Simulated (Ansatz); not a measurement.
# SiO₂ under pressure: fit and missing row

SiO₂, P6_322, a = 5.015 Å, c = 8.539 Å. This isn't the usual stable structure of the compound. Ansatz: LDA, PAW, 420 eV, Γ-centred 6×6×4 mesh on 12 atoms, Gaussian smearing 0.02 eV; no spin polarisation. Cell and atoms are relaxed at each pressure, and no other structure is tried, so the rows at high pressure may lie past a change of phase.

| V (Å³/atom) | P (GPa) |
| --- | --- |
| ? | 30.00 |
| 12.300 | 15.01 |
| 13.129 | 8.00 |
| 14.215 | 2.97 |
| 15.500 | -0.03 |
| 17.070 | -3.00 |

Question: Take V0 = 15.500 Å³/atom, count pressures from its P0 = -0.03 GPa, fit the third-order Birch–Murnaghan form to the other rows, and predict the missing volume.

Answer: With the Eulerian strain f = ½[(V0/V)^(2/3) − 1] and y = (P − P0)/[3f(1 + 2f)^(5/2)], the form is the line y = B0 + 1.5 B0 (B0′ − 4) f. Rows (f, y): 0.08334, 40.9; 0.05852, 34.7; 0.02970, 29.1; -0.03115, 37.3. Means f = 0.03510, y = 35.500; Σ(Δf)² = 0.007294, ΣΔfΔy = 0.1571; the slope is their ratio. y = 34.74 + 21.53 f GPa, so B0 = 34.7 GPa and B0′ = 4 + 2 × (21.53)/(3 × 34.74) = 4.41. P = 30.00 GPa is met at f = 0.14185 (y = 37.79), so V = V0 (1 + 2f)^(−3/2) = 10.657 Å³/atom. The run gave 11.260 Å³/atom, so the fit is 0.603 Å³/atom too low, 10 % of the span of the series, against an rms of 0.179 Å³/atom on the fitted rows. The row lies outside the fitted range. A fourth-order term fitted to the same rows gives P = 35.30 GPa at this row's volume (the line 22.60, the run 30.00), which recovers part of the miss. With a term in f² added B0′ becomes 1.41, so this figure hangs on the form.